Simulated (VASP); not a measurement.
Here is a VASP 6.6.1 calculation.

Contents of INCAR:

```
PREC = Accurate ; ENCUT = 600
EDIFF = 1E-6 ; ISMEAR = 0
SIGMA = 0.03 ; LREAL = False
LASPH = True ; NELM = 80
ALGO = Normal ; ISIF = 3
LWAVE = False ; LCHARG = False
GGA = PE ; IVDW = 12
IBRION = 2 ; NSW = 90
EDIFFG = -0.01
```

File KPOINTS:

```
regular mesh
0
Gamma
  14 14 14
```

Contents of POSCAR:

```
BN
1.0
    0.0000000000      1.8075000000      1.8075000000
    1.8075000000      0.0000000000      1.8075000000
    1.8075000000      1.8075000000      0.0000000000
B N
1 1
Direct
    0.0000000000      0.0000000000      0.0000000000
    0.2500000000      0.2500000000      0.2500000000
```

Potentials or basis: VASP PAW PBE potentials, release 64 (B, N).

Run with:

```console
$ cat potpaw_PBE.64/B/POTCAR potpaw_PBE.64/N/POTCAR > POTCAR
$ mpirun -np 1 vasp_std > vasp.out
```

Problem. Predict the band gap on the k mesh.

Solution. 4.47 eV, indirect (least direct gap 8.85 eV).

Problem. Predict the relaxed cell.

Solution. a = 2.550 Å, b = 2.550 Å, c = 2.550 Å, α = 60.00°, β = 60.00°, γ = 60.00°.

Problem. What does it give for the space group after relaxing (to 0.05 Å)?

Solution. F-43m (No. 216).

Problem. Predict the dispersion energy per atom.

Solution. -0.211 eV.

Final structure:
```
CELL_PARAMETERS angstrom
0.00000 1.80323 1.80323
1.80323 0.00000 1.80323
1.80323 1.80323 0.00000
ATOMIC_POSITIONS crystal
B 0.00000 0.00000 0.00000
N 0.25000 0.25000 0.25000
```

A k mesh can miss the band edges.
